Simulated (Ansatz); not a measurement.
TaN: a film clamped to a substrate

Computed with DFT PBEsol, scalar-relativistic, plane waves, PAW in Ansatz. The runs took a 420 eV cutoff, a Γ-centred 24×24×24 mesh and Gaussian smearing (0.15 eV). Spin–orbit coupling is left out, which matters for the heavy elements here. No spin polarisation. Energies are free energies at this smearing, counted from the undisturbed cell; pressure is positive in compression.

The starting cell (relaxed at this level; this rock-salt form isn't the usual structure):

```
Ta N
1.0
     0.00000    2.18784    2.18784
     2.18784    0.00000    2.18784
     2.18784    2.18784    0.00000
Ta N
1 1
Direct
  0.50000 0.50000 0.50000
  0.00000 0.00000 0.00000
```

The cell (2 atoms, V0 = 20.94 Å³) is strained by p along both x and y and by q along z, fractional coordinates fixed. τp = (1/V0) ∂E/∂p = (σxx + σyy)(1 + p)(1 + q) and τq = (1/V0) ∂E/∂q = σzz(1 + p)², with tension positive.

```csv
p,q,ΔE (meV/atom),τp (GPa),τq (GPa)
0.000,0.000,0.00,-0.03,-0.02
-0.015,0.000,14.47,-30.32,-4.35
0.015,0.000,12.80,25.40,4.36
0.000,-0.015,6.10,-4.50,-12.81
0.000,0.015,5.38,4.25,10.63
```

Problem. Get the second derivatives of the energy density.

Solution. Central differences give A = ∂τp/∂p = 1858 GPa (C11 + C22 + 2 C12), C = ∂τq/∂q = 781 GPa (C33) and the cross term B = ∂τq/∂p = 291 GPa (C13 + C23); ∂τp/∂q = 292 GPa must equal B, and any difference shows higher-order terms. The ions are clamped. In a cubic crystal C11 = C = 781, C12 = B/2 = 145 GPa and A should be 2(C11 + C12) = 1853 GPa; the bulk modulus is (C11 + 2 C12)/3 = 357 GPa.

Problem. A film of this crystal grows with z along the normal on a substrate that imposes p. How does its thickness respond, and what does the misfit cost?

Solution. Count p and q from the stress-free cell. A free surface needs τq = 0, so q = −(B/C) p = -0.37 p. The energy density left is (A − B²/C) p²/2 = M p², with the biaxial modulus M = 875 GPa; a misfit of 1 % costs 5.72 meV/atom, against 6.07 meV/atom if the thickness were held.

At p = 0.030 the energies along q are 56.8 (q = -0.030), 46.0 (q = -0.015), 48.5 (q = 0.000), 62.2 (q = 0.015), 85.2 (q = 0.030) meV/atom.

Problem. Does the linear rule hold at this misfit?

Solution. A parabola through the lowest point and its neighbours has its minimum at q = -0.010, 45.4 meV/atom. With the stress left in the starting cell, τp0 and τq0, linear elasticity gives q = −(τq0 + Bp)/C = -0.011 and E = V0(τp0 p + τq0 q + Ap²/2 + Bpq + Cq²/2)/N = 51.4 meV/atom. The energies differ by more than a tenth, so the quadratic law fails here: the gap holds the anharmonic part, with some error from the wide steps. Cubic terms also shift the vertex of so wide a parabola.

In a metal these slopes depend on the k mesh and the smearing.

The crystal is far stiffer along a cube axis than in its transverse coupling: C11 is 781 GPa, C12 only 145 GPa. In rock salt, straight Ta–N–Ta chains run along the cube axes, so axial strain directly changes the length of strong, directional Ta d–N p σ bonds, while the sideways response is weak. The film therefore thins only modestly under in-plane tension, and relaxing its thickness recovers little of the misfit energy.

Compression costs more than equal extension for both strains, as expected when short-range repulsion steepens and stretched bonds soften. The same softening explains why the energy at the larger tensile misfit falls below the quadratic estimate. Clamping the ions should matter little here, since both sites remain inversion centres under these strains and no internal force arises; only a spontaneous symmetry-breaking distortion could lower the energy further. The positive stiffness against these axial strains doesn't establish that the film is stable, because neither C44 nor the phonons are probed.
